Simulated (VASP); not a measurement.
TiO: single point with PBEsol

Crystal: TiO.

```xyz
6
Lattice="4.0353 0.0000 0.0000 0.0000 4.0353 0.0000 0.0000 0.0000 4.0353" Properties=species:S:1:pos:R:3 pbc="T T T"
Ti    2.0176    2.0176    0.0000
Ti    0.0000    2.0176    2.0176
Ti    2.0176    0.0000    2.0176
O     0.0000    2.0176    0.0000
O     2.0176    0.0000    0.0000
O     0.0000    0.0000    2.0176
```

The cell comes from a database or a generator and needn't be the stable form of this composition.

- Program: VASP 6.6.1
- Task: single point
- Functional: PBEsol
- Potentials or basis: VASP PAW PBE potentials, release 64 (Ti_sv, O)
- Cutoff: 520 eV
- k mesh: 10 × 10 × 10
- Occupations: gaussian, width 0.5 eV
- Spin: no spin polarisation
- Further INCAR settings: ALGO = Normal; EDIFF = 1e-06; NBANDS = 36

```json
{
 "Pressure": "0.7 GPa",
 "Band gap on the k mesh": "none (metal or under the smearing width)"
}
```

Levels at points of the mesh, in eV from the Fermi level:
| k point | band 24 | band 25 | band 26 | band 27 | band 28 | band 29 | band 30 | band 31 |
| --- | --- | --- | --- | --- | --- | --- | --- | --- |
| (0.00, 0.00, 0.00) | -3.03 | -3.03 | -1.58 | -1.58 | -1.58 | 1.37 | 1.37 | 1.37 |
| (0.50, 0.00, 0.00) | -3.71 | -2.67 | -1.16 | 0.42 | 0.42 | 0.76 | 1.38 | 1.63 |
| (0.50, 0.50, 0.00) | -2.56 | -1.33 | -0.78 | 0.01 | 0.01 | 1.97 | 2.02 | 2.07 |
| (0.50, 0.50, 0.50) | -3.00 | -0.66 | -0.66 | -0.66 | 0.61 | 2.76 | 2.76 | 2.76 |

It took 52 s on 1 thread of Intel(R) Xeon(R) 6975P-C (Granite Rapids), with other jobs on the host, peak memory 0.23 GiB.

Caveat: the PAW data sets were made with another functional, which shifts forces and pressure a little; semilocal functionals often make such compounds metallic where correlation or magnetic order opens a gap, which also shifts bond lengths.
